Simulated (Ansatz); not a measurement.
# An S–S split interstitial in zincblende MgS, 17 atoms, charge 0

Wanted: the effect of changed settings on energy, forces, pressure and convergence.

Method: density functional theory in Ansatz 0.2.0, PAW datasets, plane waves.

## Step 1: The starting cell

17 atoms (8 Mg, 9 S); a = 7.992 Å, b = 7.992 Å, c = 7.992 Å, α = 60.00°, β = 60.00°, γ = 60.00°. All atoms were shaken off their sites by about 0.07 Å along each axis. Defect site 1: (0.625, 0.625, 0.625).

## Step 2: PBEsol single point

File in.yaml:

```yaml
crystal:
  lattice:
    - [0.000000, 5.651532, 5.651532]
    - [5.651532, 0.000000, 5.651532]
    - [5.651532, 5.651532, 0.000000]
  atoms:
    - { symbol: Mg, position: [0.015639, 0.989379, 0.007353] }
    - { symbol: Mg, position: [0.513282, 0.507719, 0.491636] }
    - { symbol: Mg, position: [0.000283, 0.992839, 0.509351] }
    - { symbol: Mg, position: [0.500657, 0.517803, 0.991507] }
    - { symbol: Mg, position: [0.992364, 0.511951, 0.005165] }
    - { symbol: Mg, position: [0.500524, 0.001741, 0.508170] }
    - { symbol: Mg, position: [0.497016, 0.989817, 0.002875] }
    - { symbol: Mg, position: [0.997241, 0.501331, 0.503735] }
    - { symbol: S, position: [0.145478, 0.139832, 0.102615] }
    - { symbol: S, position: [0.625293, 0.633239, 0.470282] }
    - { symbol: S, position: [0.117901, 0.132827, 0.630161] }
    - { symbol: S, position: [0.619455, 0.623462, 0.115851] }
    - { symbol: S, position: [0.131030, 0.640824, 0.124601] }
    - { symbol: S, position: [0.628609, 0.110971, 0.623213] }
    - { symbol: S, position: [0.621530, 0.131898, 0.111308] }
    - { symbol: S, position: [0.118929, 0.633862, 0.618107] }
    - { symbol: S, position: [0.622367, 0.648468, 0.753297] }
kpoints:
  mp_grid: { grid: [2, 2, 2], shift: [0.5, 0.5, 0.5] }
hamiltonian:
  xc: pbesol
scf:
  occupations: { method: fermi_dirac, width: 0.01 }
output:
  forces: true
  eigenvalues: true
  stress: true
  populations: true
```

Launch:

```console
> ansatz run in.yaml --threads 8 --pin off --max-ram 13300MiB --runs-dir r --events-out ev --progress --plain
```

## Step 3: Run again with 1 extra band

in.yaml: that of step 2 with these lines changed.

```diff
@@ -29,2 +29,4 @@
   occupations: { method: fermi_dirac, width: 0.01 }
+  max_iter: 90
+  n_extra_bands: 1
 output:
@@ -33,2 +35 @@
   stress: true
-  populations: true
```

## Step 4: Changed settings: smearing width 1.0 eV, charge changed by -2

in.yaml: that of step 3 with these lines changed.

```diff
@@ -27,6 +27,6 @@
   xc: pbesol
+total_charge: -2
 scf:
-  occupations: { method: fermi_dirac, width: 0.01 }
-  max_iter: 90
-  n_extra_bands: 1
+  occupations: { method: fermi_dirac, width: 1 }
+  max_iter: 100
 output:
```

## Step 5: Run again with smearing width 0.5 eV

in.yaml: that of step 4 with these lines changed.

```diff
@@ -27,6 +27,5 @@
   xc: pbesol
-total_charge: -2
 scf:
-  occupations: { method: fermi_dirac, width: 1 }
-  max_iter: 100
+  occupations: { method: fermi_dirac, width: 0.5 }
+  max_iter: 80
 output:
```

## Step 6: Changed settings: density cutoff ratio 1, at most 2 cycles

in.yaml: that of step 5 with these lines changed.

```diff
@@ -25,2 +25,3 @@
   mp_grid: { grid: [2, 2, 2], shift: [0.5, 0.5, 0.5] }
+basis: { ecutrho_ratio: 1 }
 hamiltonian:
@@ -28,4 +29,4 @@
 scf:
-  occupations: { method: fermi_dirac, width: 0.5 }
-  max_iter: 80
+  occupations: { method: fermi_dirac, width: 0.01 }
+  max_iter: 2
 output:
```

Before running it: what results should come out? Wanted: for each run, settings; status; energy from base; forces from base.

The runs gave:

| settings | status | cycles | time | energy from base (meV/atom) | forces from base (eV/Å rms) | filled to empty level on the mesh (eV) |
| --- | --- | --- | --- | --- | --- | --- |
| base | converged | 8 | 2.8 s (8 CPU threads) | 0 | 0 | 2.09 |
| 1 extra band | converged | 8 | 1.8 s (8 CPU threads) | 0.0 | 0.000 | 2.09 |
| smearing width 1.0 eV, charge changed by -2 | converged, settings too loose | 8 | 3.5 s (8 CPU threads) | - | 0.462 | - |
| smearing width 0.5 eV | converged, settings too loose | 8 | 2.5 s (8 CPU threads) | +17.2 | 0.168 | - |
| density cutoff ratio 1, at most 2 cycles | not converged | - | 1.9 s (8 CPU threads) | - | - | - |

**What this shows.** Among these variants the forces move most with smearing width 1.0 eV, charge changed by -2 (0.462 eV/Å rms) and least with 1 extra band (0.000). 1 of 4 variants gave no result: density cutoff ratio 1, at most 2 cycles (not converged).
